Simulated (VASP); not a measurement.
Set up this calculation in VASP 6.6.1, as the native input.

```yaml
Task: relaxation of the atoms
Functional: PBE
Potentials_or_basis: VASP PAW PBE potentials, release 64 (Al)
Cutoff: 240 eV
k_mesh: 9 × 4 × 1
Occupations: methfessel-paxton, width 0.1 eV
Spin: no spin polarisation
Dipole_correction: yes
Further_INCAR_settings: ALGO = Fast; EDIFF = 1e-06; IBRION = 2; EDIFFG = -0.02; NSW = 90
```

The structure of Al lies in POSCAR:

```
Al
1.0
    3.8668983000      0.0000000000      0.0000000000
   -1.9334491000     10.0464965000      0.0000000000
    0.0000000000      0.0000000000     27.0674611300
Al
15
Direct
    1.0000000000      1.0000000000      0.4230906400
    0.4000000000      0.8000000000      0.4230906400
    0.8000000000      0.6000000000      0.4230906400
    0.2000000000      0.4000000000      0.4230906400
    0.6000000000      0.2000000000      0.4230906400
    0.9000000000      0.8000000000      0.5000000000
    0.3000000000      0.6000000000      0.5000000000
    0.7000000000      0.4000000000      0.5000000000
    0.1000000000      0.2000000000      0.5000000000
    0.5000000000      0.0000000000      0.5000000000
    0.8000000000      0.6000000000      0.5769093600
    0.2000000000      0.4000000000      0.5769093600
    0.6000000000      0.2000000000      0.5769093600
    0.0000000000      0.0000000000      0.5769093600
    0.4000000000      0.8000000000      0.5769093600
```

The cell was built by a generator and needn't be a form met in nature.

These files were run (other wordings do the same):

INCAR

```
SYSTEM = Al
ALGO     = Fast           ! electronic algorithm
DIPOL    = 0.5 0.5 0.500
EDIFF    = 1E-6           ! SCF threshold, eV
EDIFFG   = -0.02          ! ionic threshold
ENCUT    = 240            ! plane-wave cutoff, eV
GGA      = PE             ! functional
IBRION   = 2              ! ionic algorithm
IDIPOL   = 3            
ISIF     = 2              ! what is computed and relaxed
ISMEAR   = 1              ! smearing method
KPAR     = 4            
LASPH    = .TRUE.         ! aspherical terms in the spheres
LCHARG   = .FALSE.        ! write CHGCAR
LDIPOL   = .TRUE.       
LREAL    = .FALSE.        ! projectors in reciprocal space
LWAVE    = .FALSE.        ! write WAVECAR
NELM     = 120            ! most SCF steps
NSW      = 90             ! ionic steps
PREC     = Accurate       ! precision mode
SIGMA    = 0.1            ! smearing width, eV
```

KPOINTS

```
k-points
0
G
  9 4 1
  0 0 0
```

Potentials or basis: VASP PAW PBE potentials, release 64 (Al).

Launch:

```bash
$ cat potpaw_PBE.64/Al/POTCAR > POTCAR
$ mpirun -np 4 vasp_std > vasp.out
```

It gave:

| Property | Result |
| --- | --- |
| Energy gained by relaxing | 2.1 meV/atom |
| Ionic steps | 4 |
| Largest force after relaxing | 0.007 eV/Å |
| Band gap on the k mesh | none (metal or under the smearing width) |

It took 4.1 min on 4 MPI ranks on Intel(R) Xeon(R) Platinum 8375C CPU @ 2.90GHz (Ice Lake), on a shared host, peak memory 0.47 GiB a rank.
